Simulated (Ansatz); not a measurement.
Input and command of a plane-wave DFT calculation in Ansatz:

```yaml
crystal:
  lattice:
    - [16.9, 0.0, 0.0]
    - [0.0, 17.2, 0.0]
    - [0.0, 0.0, 7.2264024494]
  atoms:
    - { symbol: In, position: [0.7216845392, 0.5, 0.6666666667] }
    - { symbol: In, position: [0.6108422696, 0.6886358767, 0.6666666667] }
    - { symbol: In, position: [0.6919844425, 0.6089089742, 0.1666666667] }
    - { symbol: In, position: [0.3891577304, 0.6886358767, 0.6666666667] }
    - { symbol: In, position: [0.5, 0.7178179484, 0.1666666667] }
    - { symbol: In, position: [0.2783154608, 0.5, 0.6666666667] }
    - { symbol: In, position: [0.3080155575, 0.6089089742, 0.1666666667] }
    - { symbol: In, position: [0.3891577304, 0.3113641233, 0.6666666667] }
    - { symbol: In, position: [0.3080155575, 0.3910910258, 0.1666666667] }
    - { symbol: In, position: [0.6108422696, 0.3113641233, 0.6666666667] }
    - { symbol: In, position: [0.5, 0.2821820516, 0.1666666667] }
    - { symbol: In, position: [0.6919844425, 0.3910910258, 0.1666666667] }
    - { symbol: P, position: [0.7163413577, 0.62272617, 0.8333333333] }
    - { symbol: P, position: [0.7498094822, 0.5, 0.3333333333] }
    - { symbol: P, position: [0.5, 0.74545234, 0.8333333333] }
    - { symbol: P, position: [0.6249047411, 0.7125679619, 0.3333333333] }
    - { symbol: P, position: [0.2836586423, 0.62272617, 0.8333333333] }
    - { symbol: P, position: [0.3750952589, 0.7125679619, 0.3333333333] }
    - { symbol: P, position: [0.2836586423, 0.37727383, 0.8333333333] }
    - { symbol: P, position: [0.2501905178, 0.5, 0.3333333333] }
    - { symbol: P, position: [0.5, 0.25454766, 0.8333333333] }
    - { symbol: P, position: [0.3750952589, 0.2874320381, 0.3333333333] }
    - { symbol: P, position: [0.7163413577, 0.37727383, 0.8333333333] }
    - { symbol: P, position: [0.6249047411, 0.2874320381, 0.3333333333] }
basis:
  ecutwfc: 420
kpoints:
  mp_grid: { grid: [1, 1, 7] }
hamiltonian:
  xc: pbesol
scf:
  occupations: { method: gaussian, width: 0.05 }
output:
  forces: true
  stress: true
  eigenvalues: true
  populations: true
  write_density: true
  write_potential: true
  elf: true
  volumetric_format: npy
relax:
  adjacent_minimum: "off"
  f_tol: 0.02
  max_steps: 45
  cell: { fix: [a, b, alpha, beta, gamma], stress_tol: 0.03 }
```

```bash
ansatz run input.yaml --threads 4 --pin off --max-ram 11264MiB --backend cpu --events-out ev --progress --plain --runs-dir out
```

Processor: Intel(R) Xeon(R) Platinum 8488C (Sapphire Rapids), 4 threads, on a host shared with other jobs.

**Question.** Estimate time, memory and problem size.

**Answer.** About 2.8 min on 4 threads of Intel(R) Xeon(R) Platinum 8488C (Sapphire Rapids), with other jobs on the host, peak memory 4.6 GiB. It solves 132 bands at 4 k points (the mesh reduced by symmetry) with about 39683 plane waves (on the last cell), in 39 SCF iterations over 5 ionic steps.
